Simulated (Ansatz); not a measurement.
**Co: properties at the relaxed cell**

An exercise on one series of results from a longer session: the logs are not shown, and one member is left open.

Computed with Ansatz 0.2.0 (DFT PBEsol, scalar-relativistic, plane waves, PAW, unless a step's input says otherwise).

1 further run of the same task is left out (set aside as unsound or not needed).

## The starting structure

The structure is hexagonal, space group P6_3/mmc (No. 194). The conventional cell has a = 2.455 Å, b = 2.455 Å, c = 7.965 Å, α = 90.00°, β = 90.00°, γ = 120.00°. Co (site symmetry -3m) is surrounded by 12 Co at 2.44 to 2.46 Å. Co (site symmetry -6m2) is surrounded by 12 Co at 2.44 to 2.46 Å.

Structure file:

```
CELL_PARAMETERS angstrom
2.45521 0.00000 0.00000
-1.22761 2.12628 0.00000
0.00000 0.00000 7.96484
ATOMIC_POSITIONS crystal
Co 0.00000 0.00000 0.00000
Co 0.33333 0.66667 0.25000
Co 0.00000 0.00000 0.50000
Co 0.66667 0.33333 0.75000
```

It goes back to an entry of the Materials Project.

This cell was relaxed beforehand with the same method: volume 10.40 Å³/atom, gap on the mesh none (metal), site moments up to 1.7 μB.

The first run:

input.yaml

```yaml
crystal:
  lattice:
    - [2.4304092629, 0.0, 0.0]
    - [-1.2152046315, 2.1047961633, 0.0]
    - [0.0, 0.0, 7.8843824204]
  atoms:
    - { symbol: Co, position: [0.0, 0.0, 0.0], spin: 1.81 }
    - { symbol: Co, position: [0.3333333333, 0.6666666667, 0.25], spin: 1.83 }
    - { symbol: Co, position: [0.0, 0.0, 0.5], spin: 1.81 }
    - { symbol: Co, position: [0.6666666667, 0.3333333333, 0.75], spin: 1.83 }
basis:
  ecutwfc: 420
kpoints:
  mp_grid: { grid: [18, 18, 6] }
hamiltonian:
  xc: pbesol
scf:
  occupations: { method: gaussian, width: 0.1 }
output:
  forces: true
  stress: true
  eigenvalues: true
  populations: true
magnetization:
  spin_polarized: true
relax:
  adjacent_minimum: "off"
  f_tol: 0.01
  max_steps: 30
  cell: { stress_tol: 0.1, fix: [volume] }
```

Run with:

```console
> ansatz run input.yaml --threads 1 --pin off --max-ram 2560MiB --backend cpu --events-out ev --progress --plain --runs-dir out
```

Among the steps run: Point at V/V0 = 0.97; The cell scaled to 1.03 of its volume; Point at V/V0 = 0.94; Volume × 1.06; Point at V/V0 = 0.91; The cell scaled to 1.10 of its volume; Volume × 0.88.

One table of the session follows, with a row left open; its other results are not shown here.

It belongs to the step «Energy against volume». 

```
volume (Å³/atom)  energy above the lowest point (meV/atom)  pressure (GPa)  largest moment (μB)
           9.148                                     147.2           42.76                 1.57
           9.459                                      77.5           29.18                 1.60
           9.771                                         ?               ?                    ?
          10.083                                       7.5            8.07                 1.64
          10.395                                       0.0            0.00                 1.67
          10.707                                       6.9           -6.80                 1.69
          11.019                                      25.9          -12.52                 1.71
          11.435                                      66.9          -18.61                 1.74
```

**Question.** Estimate the row for volume (Å³/atom) = 9.771.

Worked estimate for «energy above the lowest point (meV/atom)». A straight line through the neighbours (9.459, 77.5) and (10.083, 7.5) gives 77.5 + (7.5 − 77.5) × (9.771 − 9.459) / (10.083 − 9.459) = 42.5; a parabola fitted to 4 rows on both sides gives 32.1.

**Answer.** energy above the lowest point (meV/atom): 32.2; pressure (GPa): 17.70; largest moment (μB): 1.62. In «energy above the lowest point (meV/atom)» the line misses by +10.3 and the parabola by -0.1.
